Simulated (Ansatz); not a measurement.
# Boron, diamond under PBE: structure, energy and stiffness, part 1 of 2

The plan for boron in the diamond structure: relax it, solve it on a dense k-mesh, switch on spin-orbit coupling, then scale the cell to 7 volumes from 88 to 112 % of the relaxed one and try a fit of the equation of state. The k-meshes are 13×13×13 for the relaxation; 22×22×22 for the dense run; 13×13×13 for spin-orbit coupling; 22×22×22 for the volumes.

Program: Ansatz 0.2.0. Level of theory: DFT PBE, plane waves (420 eV) with PAW, scalar-relativistic. These are calculated values, not measurements.

## Step 1: The system as given

It takes space group Fd-3m (No. 227, cubic). Conventional cell: a = 4.137 Å, b = 4.137 Å, c = 4.137 Å, α = 90.00°, β = 90.00°, γ = 90.00°. B (site symmetry -43m) is surrounded by 4 B at 1.79 Å.

Structure file:

```
B
1.0
     0.00000    2.06831    2.06831
     2.06831    0.00000    2.06831
     2.06831    2.06831    0.00000
B
2
Direct
  0.12500 0.12500 0.12500
  0.87500 0.87500 0.87500
```

## Step 2: Relaxation of the cell

Contents of input.yaml:

```yaml
crystal:
  lattice:
    - [0.0, 2.0683080914, 2.0683080914]
    - [2.0683080914, 0.0, 2.0683080914]
    - [2.0683080914, 2.0683080914, 0.0]
  atoms:
    - { symbol: B, position: [0.125, 0.125, 0.125] }
    - { symbol: B, position: [0.875, 0.875, 0.875] }
hamiltonian:
  xc: pbe
  pseudopotentials:
    kind: paw
    azcp:
      B: "pseudopotentials/B.paw.azcp"
basis:
  ecutwfc: 420
  fft_grid_basis: typed
kpoints:
  mp_grid: { grid: [13, 13, 13], shift: [0, 0, 0] }
magnetization:
  spin_polarized: false
scf:
  occupations: { method: fermi_dirac, width: 0.1 }
relax:
  max_steps: 60
  f_tol: 0.01
  cell: {}
```

Log:

```text
Engine: ansatz 0.2.0, x86_64-unknown-linux-gnu
Pseudopotentials: kind: paw
Pseudopotential: B, paw, valence charge 3, recommended cutoff 420 eV (normal), <dir>
Functional definition: PBE
  parameter kappa = 0.804
  parameter beta = 0.06672455060314922
  exchange = pbe_x(kappa = kappa, mu = beta*pi^2/3)
  correlation = pbe_c(beta = beta)
Crystal: 2 atoms, lattice volume = 17.696 Å³
Basis set: ecut = 420 eV, 331 PW (Γ), exchange–correlation on 40×40×40 points (8 copies of the dense FFT grid, shifted against one another)
Bands: 7, of which v1, the nominal top of the filled ones, is band 3 counted from 1 (2 counted from 0)
Symmetry: 48 space group operations
Space group: Fd-3m (ITA 227), of the structure as read, at distance tolerance 2.6e-5 Å
k-points: 84 of 2197
Non-local potential: B, projectors of the file, l = 0: 2, l = 1: 2, l = 2: 1
PAW form: soft (Blöchl's): semilocal exchange-correlation on the pseudo side does not see the compensation charge
PAW one-centre angular grid: B, 110 points (default); XC on 64 Gauss nodes
Initial density: superposition of atomic densities (neutral atoms: chi_scale 0, normalization atom), corrected by the library's trained network
Initial wavefunctions: pseudopotential atomic-orbital guess
Functional: x = pbe(κ = 0.804, μ = 0.2195149727645171), c = pbe(β = 0.06672455060314922)
SCF iter   1: F=—  HF=-309.917785 eV  |F-HF|=—  |Δ(HF+E_count)|=         —  Δρ=1.57e-3  dr2=1.82e-4  ethr=1.77e-3  ⟨swp⟩=4.6  Hψ=3997  notcnv=0
preconditioner: auto → none  [metal: Δε(μ)=0.064 eV  Ē_g=13.023 eV  σ=0.100 eV  W_gap=0.16  n_scr=0 (ndim 8)  ℏωp=21.6 eV  f_vac=0.000  D(μ)=0.78/eV (n_scr^D=8)]
SCF iter   2: F=—  HF=-309.917645 eV  |F-HF|=—  |Δ(HF+E_count)|=   1.40e-4  Δρ=8.02e-4  dr2=4.53e-5  ethr=3.03e-6  ⟨swp⟩=2.5  Hψ=1490  notcnv=0
SCF iter   3: F=—  HF=-309.917693 eV  |F-HF|=—  |Δ(HF+E_count)|=   4.77e-5  Δρ=7.71e-5  dr2=9.88e-7  ethr=7.55e-7  ⟨swp⟩=2.2  Hψ=806  notcnv=0
iter 4 did not close the SCF: its close was put off for the readings that it lacked (scf_convergence_deferred on its scf_iter line)
SCF iter   4: F=-309.917693 eV  HF=-309.917693 eV  |F-HF|=2.38e-8  |Δ(HF+E_count)|=   1.74e-7  Δρ=1.14e-5  dr2=7.12e-9  ethr=1.65e-8  ⟨swp⟩=2.0  Hψ=822  notcnv=0
iter 5 did not close the SCF: its close was put off for the readings that it lacked (scf_convergence_deferred on its scf_iter line)
SCF iter   5: F=-309.917693 eV  HF=-309.917693 eV  |F-HF|=4.60e-10  |Δ(HF+E_count)|=   2.55e-8  Δρ=2.10e-6  dr2=4.90e-10  ethr=1.19e-10  ⟨swp⟩=2.0  Hψ=818  notcnv=0
SCF iter   6: F=-309.917693 eV  HF=-309.917693 eV  |F-HF|=6.25e-13  |Δ(HF+E_count)|=  5.27e-10  Δρ=1.00e-7  dr2=1.15e-12  ethr=8.16e-12  ⟨swp⟩=1.0  Hψ=1658  notcnv=0
SCF 1 converged in 6 iterations: F = -309.917693 eV  dr2 = 1.15e-12
relax step   1: F+E_penalty+E_count = -309.91769293 eV  Δ(F+E_penalty+E_count) = +0.000e0 eV  max|allowed force component| = 2.776e-17 eV/Å  Δτ_max = 0.0000 Å  P = -9.778 GPa  Ω = 17.696 Å³  (6 SCF iters, dr2 threshold 1.00e-7 eV, accepted)
Crystal: 2 atoms, lattice volume = 17.032 Å³
Initial density: handed on by an earlier stage of this run
Initial wavefunctions: those handed on with the density
iter 1 solved again at ethr=4.25e-5 eV; its pass at ethr=3.10e-3 eV (dr2=2.55e-3 eV) is discarded
SCF iter   1: F=—  HF=-309.948365 eV  |F-HF|=—  |Δ(HF+E_count)|=         —  Δρ=3.65e-3  dr2=2.57e-3  ethr=4.25e-5  ⟨swp⟩=1.0  Hψ=5116  notcnv=0
preconditioner: auto → none  [metal: Δε(μ)=0.036 eV  Ē_g=13.351 eV  σ=0.100 eV  W_gap=0.09  n_scr=0 (ndim 8)  ℏωp=22.0 eV  f_vac=0.000  D(μ)=0.78/eV (n_scr^D=8)]
SCF iter   2: F=—  HF=-309.947626 eV  |F-HF|=—  |Δ(HF+E_count)|=   7.39e-4  Δρ=1.44e-3  dr2=3.93e-4  ethr=4.25e-5  ⟨swp⟩=1.0  Hψ=588  notcnv=0
SCF iter   3: F=—  HF=-309.947520 eV  |F-HF|=—  |Δ(HF+E_count)|=   1.05e-4  Δρ=1.20e-4  dr2=1.10e-6  ethr=6.55e-6  ⟨swp⟩=2.0  Hψ=829  notcnv=0
SCF iter   4: F=—  HF=-309.947516 eV  |F-HF|=—  |Δ(HF+E_count)|=   4.25e-6  Δρ=5.40e-6  dr2=3.55e-9  ethr=3.33e-9  ⟨swp⟩=4.0  Hψ=1586  notcnv=0
SCF iter   5: F=-309.947516 eV  HF=-309.947516 eV  |F-HF|=4.97e-11  |Δ(HF+E_count)|=  3.02e-11  Δρ=5.24e-7  dr2=1.41e-11  ethr=5.92e-11  ⟨swp⟩=1.0  Hψ=1695  notcnv=0
SCF 2 converged in 5 iterations: F = -309.947516 eV  dr2 = 1.41e-11
relax step   2: F+E_penalty+E_count = -309.94751617 eV  Δ(F+E_penalty+E_count) = -2.982e-2 eV  max|allowed force component| = 1.318e-16 eV/Å  Δτ_max = 0.0000 Å  P = -3.912 GPa  Ω = 17.032 Å³  energy of the carried Pulay correction = +1.100e-3 eV  (5 SCF iters, dr2 threshold 2.00e-7 eV, accepted)
Crystal: 2 atoms, lattice volume = 16.616 Å³
iter 1 solved again at ethr=1.85e-5 eV; its pass at ethr=3.10e-3 eV (dr2=1.11e-3 eV) is discarded
SCF iter   1: F=—  HF=-309.953347 eV  |F-HF|=—  |Δ(HF+E_count)|=         —  Δρ=2.46e-3  dr2=1.12e-3  ethr=1.85e-5  ⟨swp⟩=1.0  Hψ=4956  notcnv=0
preconditioner: auto → none  [metal: Δε(μ)=0.037 eV  Ē_g=13.576 eV  σ=0.100 eV  W_gap=0.09  n_scr=0 (ndim 8)  ℏωp=22.3 eV  f_vac=0.000  D(μ)=0.78/eV (n_scr^D=8)]
SCF iter   2: F=—  HF=-309.953030 eV  |F-HF|=—  |Δ(HF+E_count)|=   3.17e-4  Δρ=9.77e-4  dr2=1.73e-4  ethr=1.85e-5  ⟨swp⟩=1.0  Hψ=588  notcnv=0
SCF iter   3: F=—  HF=-309.952980 eV  |F-HF|=—  |Δ(HF+E_count)|=   5.02e-5  Δρ=8.18e-5  dr2=4.81e-7  ethr=2.88e-6  ⟨swp⟩=2.0  Hψ=829  notcnv=0
SCF iter   4: F=-309.952980 eV  HF=-309.952980 eV  |F-HF|=9.27e-11  |Δ(HF+E_count)|=   4.56e-7  Δρ=3.32e-6  dr2=1.15e-9  ethr=3.33e-9  ⟨swp⟩=4.0  Hψ=1583  notcnv=0
SCF 3 converged in 4 iterations: F = -309.952980 eV  dr2 = 1.15e-9
relax step   3: F+E_penalty+E_count = -309.95298036 eV  Δ(F+E_penalty+E_count) = -5.464e-3 eV  max|allowed force component| = 1.503e-16 eV/Å  Δτ_max = 0.0000 Å  P = +0.328 GPa  Ω = 16.616 Å³  energy of the carried Pulay correction = +1.811e-3 eV  (4 SCF iters, dr2 threshold 2.00e-7 eV, accepted)
Crystal: 2 atoms, lattice volume = 16.648 Å³
iter 1 solved again at ethr=1.15e-7 eV; its pass at ethr=3.10e-3 eV (dr2=6.88e-6 eV) is discarded
SCF iter   1: F=—  HF=-309.952964 eV  |F-HF|=—  |Δ(HF+E_count)|=         —  Δρ=1.93e-4  dr2=6.90e-6  ethr=1.15e-7  ⟨swp⟩=1.0  Hψ=4681  notcnv=0
preconditioner: auto → none  [metal: Δε(μ)=0.018 eV  Ē_g=13.554 eV  σ=0.100 eV  W_gap=0.04  n_scr=0 (ndim 8)  ℏωp=22.3 eV  f_vac=0.000  D(μ)=0.78/eV (n_scr^D=8)]
SCF iter   2: F=—  HF=-309.952957 eV  |F-HF|=—  |Δ(HF+E_count)|=   6.94e-6  Δρ=7.72e-5  dr2=1.08e-6  ethr=1.15e-7  ⟨swp⟩=1.0  Hψ=588  notcnv=0
SCF iter   3: F=-309.952957 eV  HF=-309.952957 eV  |F-HF|=2.52e-9  |Δ(HF+E_count)|=   2.69e-7  Δρ=6.52e-6  dr2=3.02e-9  ethr=3.33e-9  ⟨swp⟩=4.0  Hψ=1577  notcnv=0
SCF 4 converged in 3 iterations: F = -309.952957 eV  dr2 = 3.02e-9
relax step   4: F+E_penalty+E_count = -309.95295719 eV  Δ(F+E_penalty+E_count) = +2.317e-5 eV  max|allowed force component| = 1.203e-16 eV/Å  Δτ_max = 0.0000 Å  P = -0.010 GPa  Ω = 16.648 Å³  energy of the carried Pulay correction = +1.757e-3 eV  (3 SCF iters, dr2 threshold 2.00e-7 eV, accepted)
Initial wavefunctions: pseudopotential atomic-orbital guess (no wavefunctions were taken with the density)
iter 1 solved again at ethr=1.88e-8 eV; its pass at ethr=3.10e-3 eV (dr2=1.13e-6 eV) is discarded
SCF iter   1: F=—  HF=-309.951534 eV  |F-HF|=—  |Δ(HF+E_count)|=         —  Δρ=1.51e-4  dr2=3.70e-7  ethr=1.88e-8  ⟨swp⟩=3.2  Hψ=5856  notcnv=0
SCF iter   2: F=—  HF=-309.951531 eV  |F-HF|=—  |Δ(HF+E_count)|=   2.67e-6  Δρ=7.74e-5  dr2=9.58e-8  ethr=6.16e-9  ⟨swp⟩=2.0  Hψ=828  notcnv=0
SCF iter   3: F=—  HF=-309.951532 eV  |F-HF|=—  |Δ(HF+E_count)|=   8.76e-7  Δρ=1.51e-6  dr2=6.43e-11  ethr=1.60e-9  ⟨swp⟩=2.0  Hψ=829  notcnv=0
SCF iter   4: F=-309.951532 eV  HF=-309.951532 eV  |F-HF|=2.05e-12  |Δ(HF+E_count)|=  2.59e-10  Δρ=1.42e-7  dr2=6.72e-13  ethr=1.00e-12  ⟨swp⟩=5.1  Hψ=1867  notcnv=0
SCF 5 converged in 4 iterations: F = -309.951532 eV  dr2 = 6.72e-13
relax step   5: F+E_penalty+E_count = -309.95153233 eV  Δ(F+E_penalty+E_count) = +1.425e-3 eV  max|allowed force component| = 9.714e-17 eV/Å  Δτ_max = 0.0000 Å  P = -0.116 GPa  Ω = 16.648 Å³  stress off target by 1.16e-1 GPa  SCF on the basis re-selected at this cell (its energy is not comparable with the rows above)  (4 SCF iters)
basis re-selected at this cell: Δ(F+E_penalty+E_count) = +1.425e-3 eV, ΔP = -0.107 GPa vs the last step (what re-selecting the basis moved, of the pressure what is left beyond the Pulay correction that the steps carried, after the strain that the cell walked since its last selection, with what the two solves' SCF thresholds leave and, on support functions, any second-order correction that the steps lacked; it is no measure of the basis error at this ecutwfc). This SCF's stress stands 1.16e-1 GPa from its target on what of the cell is left free (relax.cell.stress_tol is 5.00e-2 GPa) and its largest allowed force component is 9.71e-17 eV/Å (relax.f_tol is 1.00e-2 eV/Å): not within both, so this SCF does not close the relaxation
Crystal: 2 atoms, lattice volume = 16.637 Å³
iter 1 solved again at ethr=1.33e-8 eV; its pass at ethr=3.10e-3 eV (dr2=7.96e-7 eV) is discarded
SCF iter   1: F=—  HF=-309.951561 eV  |F-HF|=—  |Δ(HF+E_count)|=         —  Δρ=6.56e-5  dr2=7.99e-7  ethr=1.33e-8  ⟨swp⟩=1.0  Hψ=4658  notcnv=0
preconditioner: auto → none  [metal: Δε(μ)=0.037 eV  Ē_g=13.567 eV  σ=0.100 eV  W_gap=0.09  n_scr=0 (ndim 8)  ℏωp=22.3 eV  f_vac=0.000  D(μ)=0.78/eV (n_scr^D=8)]
SCF iter   2: F=—  HF=-309.951556 eV  |F-HF|=—  |Δ(HF+E_count)|=   5.32e-6  Δρ=2.62e-5  dr2=1.25e-7  ethr=1.33e-8  ⟨swp⟩=1.0  Hψ=588  notcnv=0
SCF iter   3: F=-309.951556 eV  HF=-309.951556 eV  |F-HF|=2.89e-10  |Δ(HF+E_count)|=   3.18e-8  Δρ=2.20e-6  dr2=3.39e-10  ethr=5.64e-10  ⟨swp⟩=4.0  Hψ=1575  notcnv=0
SCF 6 converged in 3 iterations: F = -309.951556 eV  dr2 = 3.39e-10
relax step   6: F+E_penalty+E_count = -309.95155580 eV  Δ(F+E_penalty+E_count) = -2.347e-5 eV  max|allowed force component| = 7.864e-17 eV/Å  Δτ_max = 0.0000 Å  P = -0.000 GPa  Ω = 16.637 Å³  energy of the carried Pulay correction = +1.951e-5 eV  (3 SCF iters, dr2 threshold 3.38e-8 eV, accepted)
iter 1 solved again at ethr=1.36e-8 eV; its pass at ethr=3.10e-3 eV (dr2=8.18e-7 eV) is discarded
SCF iter   1: F=—  HF=-309.951546 eV  |F-HF|=—  |Δ(HF+E_count)|=         —  Δρ=2.93e-6  dr2=4.32e-10  ethr=1.36e-8  ⟨swp⟩=3.1  Hψ=5857  notcnv=0
SCF iter   2: F=—  HF=-309.951541 eV  |F-HF|=—  |Δ(HF+E_count)|=   5.10e-6  Δρ=1.47e-6  dr2=1.12e-10  ethr=7.20e-12  ⟨swp⟩=2.4  Hψ=841  notcnv=0
SCF iter   3: F=-309.951541 eV  HF=-309.951541 eV  |F-HF|=2.27e-13  |Δ(HF+E_count)|=  1.97e-10  Δρ=8.64e-8  dr2=6.17e-13  ethr=1.00e-12  ⟨swp⟩=3.2  Hψ=2206  notcnv=0
SCF 7 converged in 3 iterations: F = -309.951541 eV  dr2 = 6.17e-13
relax step   7: F+E_penalty+E_count = -309.95154063 eV  Δ(F+E_penalty+E_count) = +1.517e-5 eV  max|allowed force component| = 1.249e-16 eV/Å  Δτ_max = 0.0000 Å  P = -0.001 GPa  Ω = 16.637 Å³  stress off target by 1.24e-3 GPa  SCF on the basis re-selected at this cell (its energy is not comparable with the rows above)  (3 SCF iters)
basis re-selected at this cell: Δ(F+E_penalty+E_count) = +1.517e-5 eV, ΔP = -0.001 GPa vs the last step (what re-selecting the basis moved, of the pressure what is left beyond the Pulay correction that the steps carried, after the strain that the cell walked since its last selection, with what the two solves' SCF thresholds leave and, on support functions, any second-order correction that the steps lacked; it is no measure of the basis error at this ecutwfc). This SCF's stress stands 1.24e-3 GPa from its target on what of the cell is left free (relax.cell.stress_tol is 5.00e-2 GPa) and its largest allowed force component is 1.25e-16 eV/Å (relax.f_tol is 1.00e-2 eV/Å): within both
SCF converged after 3 iterations
Free energy (F): -309.951541 eV
Harris-Foulkes:  -309.951541 eV  (|F-HF|=2.27e-13)
Internal energy: -309.925492 eV  (E = F + TS)
E sigma→0 (E₀):  -309.938516 eV
Entropy (-TS):   -0.026049 eV (-13.024 meV/atom)
Fermi energy:    6.511155 eV
--- Per-component energies (eV) ---
  E_band       = 10.976098
  E_kinetic    = 91.177722
  E_local      = -43.314655  (includes V_loc(G=0)·N_el)
  E_nonlocal   = 25.765902
  E_hartree    = 8.141717
  E_xc         = -62.225173
  E_vxc        = -73.582314  (∫ρ·V_xc dr)
  E_paw        = -157.199343  (= ΣΔE_a)
  E_vpaw       = -5.353990  (= ΣTr[D̂ρ^β])
  E_aug_tail   = -0.000004  (compensation charges beyond the density's cutoff)
  E_ewald      = -172.271658
  E_smearing   = -0.026049  (= −TS)
  E_closure    = -0.000000  (closes the sum)
  Σ components = -309.951541   (vs F -309.951541, Δ=0.00e0)
--- Forces (eV/Å), atoms counted from 1 ---
  atom   1  B      0.00000000     0.00000000     0.00000000
  atom   2  B      0.00000000     0.00000000    -0.00000000
  max |Σ_I F_I| component: 4.63e-17 eV/Å
--- Stress (GPa, compression-positive) ---
       -0.001236       0.000000       0.000000
        0.000000      -0.001236      -0.000000
        0.000000       0.000000      -0.001236
  P = ⅓ Tr σ = -0.0012 GPa (-0.012 kbar)
--- Relaxed structure (5 steps of the walk, 5 accepted, 2 SCFs on fresh bases) ---
  F+E_penalty+E_count = -309.95154063 eV   max|allowed force component| = 1.249e-16 eV/Å   (the final SCF, on the basis selected at the relaxed cell)
  cell:  # Å, volume = 16.6369 Å³
    - [-2.292917414803015e-34, 2.0261947002492633, 2.0261947002492633]
    - [2.0261947002492633, 2.866146768503769e-34, 2.0261947002492633]
    - [2.0261947002492633, 2.0261947002492633, -4.4584505287836393e-35]
  atoms:
    - { symbol: B, position: [0.12500000000000003, 0.12500000000000003, 0.12500000000000003] }
    - { symbol: B, position: [0.875, 0.875, 0.875] }
```

It took 7.5 s on 1 thread of an x86-64 CPU, shared host; peak memory 0.47 GiB.

The steps of the relaxation:

```
step  energy change (meV/atom)  largest force (eV/Å)  pressure (GPa)  volume (Å³/atom)
   1                      0.00                0.0000           -9.78             8.848
   2                    -14.91                0.0000           -3.91             8.516
   3                    -17.64                0.0000            0.33             8.308
   4                    -17.63                0.0000           -0.01             8.324
   5                    -16.92                0.0000           -0.12             8.324
   6                    -16.93                0.0000            0.00             8.318
   7                    -16.92                0.0000            0.00             8.318
```

Steps that repeat a cell are solved on a basis chosen anew, so their changes of energy are no gain of the relaxation.

Changes in the cell that was computed:

|  | before | after | change |
| --- | --- | --- | --- |
| a (Å) | 2.925 | 2.865 | -2.0 % |
| b (Å) | 2.925 | 2.865 | -2.0 % |
| c (Å) | 2.925 | 2.865 | -2.0 % |
| volume (Å³/atom) | 8.848 | 8.318 | -6.0 % |
| shortest distance (Å) | 1.791 | 1.755 | -2.0 % |
| space group (spins left aside) | Fd-3m | Fd-3m | same |

## Step 3: Dense single point

Contents of input.yaml:

```yaml
crystal:
  lattice:
    - [0.0, 2.0261947002, 2.0261947002]
    - [2.0261947002, 0.0, 2.0261947002]
    - [2.0261947002, 2.0261947002, 0.0]
  atoms:
    - { symbol: B, position: [0.125, 0.125, 0.125] }
    - { symbol: B, position: [0.875, 0.875, 0.875] }
hamiltonian:
  xc: pbe
  pseudopotentials:
    kind: paw
    azcp:
      B: "pseudopotentials/B.paw.azcp"
basis:
  ecutwfc: 420
  fft_grid_basis: typed
kpoints:
  mp_grid: { grid: [22, 22, 22], shift: [0, 0, 0] }
magnetization:
  spin_polarized: false
scf:
  occupations: { method: fermi_dirac, width: 0.1 }
```

Log, cut to the lines that bear on the results:

```text
[...]
[... 3 set-up lines as earlier in the session ...]
[...]
Crystal: 2 atoms, lattice volume = 16.637 Å³
Basis set: ecut = 420 eV, 331 PW (Γ)
Bands: 7, of which v1, the nominal top of the filled ones, is band 3 counted from 1 (2 counted from 0)
[... 2 set-up lines as earlier in the session ...]
k-points: 328 of 10648
[...]
SCF iter   1: F=—  HF=-309.948615 eV  |F-HF|=—  |Δ(HF+E_count)|=         —  Δρ=1.28e-3  dr2=8.60e-5  ethr=1.77e-3  ⟨swp⟩=4.6  Hψ=15611  notcnv=0
[...]
SCF iter   6: F=-309.948562 eV  HF=-309.948562 eV  |F-HF|=9.09e-13  |Δ(HF+E_count)|=  4.81e-10  Δρ=2.18e-7  dr2=2.44e-12  ethr=2.52e-12  ⟨swp⟩=1.0  Hψ=6561  notcnv=0
[...]
SCF converged after 6 iterations
Free energy (F): -309.948562 eV
[...]
E sigma→0 (E₀):  -309.934352 eV
Entropy (-TS):   -0.028419 eV (-14.209 meV/atom)
Fermi energy:    6.510620 eV
[...]
```

It took 4.1 s on 1 thread of an x86-64 CPU, shared host; peak memory 0.49 GiB.

## Step 4: With spin-orbit coupling

Changes to input.yaml since step 3:

```diff
@@ -11,3 +11,3 @@
   pseudopotentials:
-    kind: paw
+    kind: paw_fr
     azcp:
@@ -18,5 +18,6 @@
 kpoints:
-  mp_grid: { grid: [22, 22, 22], shift: [0, 0, 0] }
+  mp_grid: { grid: [13, 13, 13], shift: [0, 0, 0] }
 magnetization:
-  spin_polarized: false
+  noncollinear: true
+  spin_orbit: true
 scf:
```

Log, cut to the lines that bear on the results:

```text
[...]
Pseudopotentials: kind: paw_fr
Pseudopotential: B, paw_fr, valence charge 3, recommended cutoff 420 eV (normal), <dir>
[... 1 set-up line as earlier in the session ...]
[...]
non-collinear run that drives no moment, with spin-orbit: no starting moment large enough to seed its density (crystal.atoms[].spin), no starting occupations that ask for one, no magnetisation constraint and no magnetic field, so the semilocal B_xc is pinned to zero
Crystal: 2 atoms, lattice volume = 16.637 Å³
Basis set: ecut = 420 eV, 331 PW (Γ)
Bands: 14, of which v1, the nominal top of the filled ones, is band 6 counted from 1 (5 counted from 0)
Symmetry: 48 space group operations + 48 with time reversal
Magnetic group: BNS 227.129 (UNI 1631), of the structure as read, at distance tolerance 2.6e-5 Å
k-points: 84 of 2197
Projection manifold: j_resolved (fully-relativistic pseudo-atomic orbitals)
[...]
SCF iter   1: F=—  HF=-310.144267 eV  |F-HF|=—  |Δ(HF+E_count)|=         —  Δρ=5.53e-2  dr2=4.68e-1  dr2_m=0.00e0 (ungated)  ethr=3.10e-3  |M|=0.00e0 ∫|m|=0.00e0 μB  |m|>n=0.0e0 m-floor=0.0e0 τ_xc=0.0e0  β_m=0.30  ⟨swp⟩=4.9  Hψ=3436  notcnv=0  defer=10
[...]
SCF iter   6: F=-309.951913 eV  HF=-309.951913 eV  |F-HF|=1.65e-11  |Δ(HF+E_count)|=   2.12e-9  Δρ=6.57e-7  dr2=7.46e-11  dr2_m=0.00e0 (ungated)  ethr=1.30e-10  |M|=0.00e0 ∫|m|=0.00e0 μB  |m|>n=0.0e0 m-floor=0.0e0 τ_xc=0.0e0  ⟨swp⟩=1.0  Hψ=1585  notcnv=0
[...]
SCF converged after 6 iterations
Magnetization: |M| = 0.0000 μB,  M = (+0.0000, +0.0000, +0.0000) μB
Absolute magnetization: 0.0000 μB (∫|m|)
  site 0: m = (+0.0000, +0.0000, +0.0000) μB, |m| = 0.0000 μB  (R = 0.72 Å)
  site 1: m = (+0.0000, +0.0000, +0.0000) μB, |m| = 0.0000 μB  (R = 0.72 Å)
Free energy (F): -309.951913 eV
[...]
E sigma→0 (E₀):  -309.938889 eV
Entropy (-TS):   -0.026049 eV (-13.025 meV/atom)
Fermi energy:    6.511136 eV
[...]
```

Wall time 3.5 s (1 thread of an x86-64 CPU, shared host); peak memory 0.41 GiB.

With and without spin-orbit coupling:

```csv
,scalar-relativistic,with spin-orbit coupling
k-mesh,22×22×22,13×13×13
gap on the mesh,none (levels filled in part),none (levels filled in part)
```

The meshes differ, so small differences between the columns need not come from spin-orbit coupling.

## Step 5: Volume × 0.88

Contents of input.yaml:

```yaml
crystal:
  lattice:
    - [0.0, 1.9416699042, 1.9416699042]
    - [1.9416699042, 0.0, 1.9416699042]
    - [1.9416699042, 1.9416699042, 0.0]
  atoms:
    - { symbol: B, position: [0.125, 0.125, 0.125] }
    - { symbol: B, position: [0.875, 0.875, 0.875] }
hamiltonian:
  xc: pbe
  pseudopotentials:
    kind: paw
    azcp:
      B: "pseudopotentials/B.paw.azcp"
basis:
  ecutwfc: 420
  fft_grid_basis: typed
kpoints:
  mp_grid: { grid: [22, 22, 22], shift: [0, 0, 0] }
magnetization:
  spin_polarized: false
scf:
  occupations: { method: fermi_dirac, width: 0.1 }
output:
  stress: true
```

Log, cut to the lines that bear on the results:

```text
[...]
[... 3 set-up lines as earlier in the session ...]
[...]
Crystal: 2 atoms, lattice volume = 14.641 Å³
Basis set: ecut = 420 eV, 283 PW (Γ)
Bands: 7, of which v1, the nominal top of the filled ones, is band 3 counted from 1 (2 counted from 0)
[... 1 set-up line as earlier in the session ...]
Space group: Fd-3m (ITA 227), of the structure as read, at distance tolerance 2.4e-5 Å
k-points: 328 of 10648
[...]
SCF iter   1: F=—  HF=-309.789335 eV  |F-HF|=—  |Δ(HF+E_count)|=         —  Δρ=1.32e-3  dr2=8.50e-5  ethr=1.77e-3  ⟨swp⟩=4.6  Hψ=15517  notcnv=0
[...]
SCF iter   6: F=-309.789298 eV  HF=-309.789298 eV  |F-HF|=1.14e-13  |Δ(HF+E_count)|=  1.39e-11  Δρ=3.50e-8  dr2=6.36e-14  ethr=1.00e-12  ⟨swp⟩=1.0  Hψ=5550  notcnv=0
[...]
SCF converged after 6 iterations
Free energy (F): -309.789298 eV
[...]
E sigma→0 (E₀):  -309.776594 eV
Entropy (-TS):   -0.025407 eV (-12.704 meV/atom)
Fermi energy:    7.909661 eV
[...]
--- Stress (GPa, compression-positive) ---
       28.205659       0.000000       0.000000
        0.000000      28.205659      -0.000000
       -0.000000      -0.000000      28.205659
  P = ⅓ Tr σ = 28.2057 GPa (282.057 kbar)
```

It took 4.1 s on 1 thread of an x86-64 CPU, shared host; peak memory 0.5 GiB.

(Continued in part 2 of 2.)
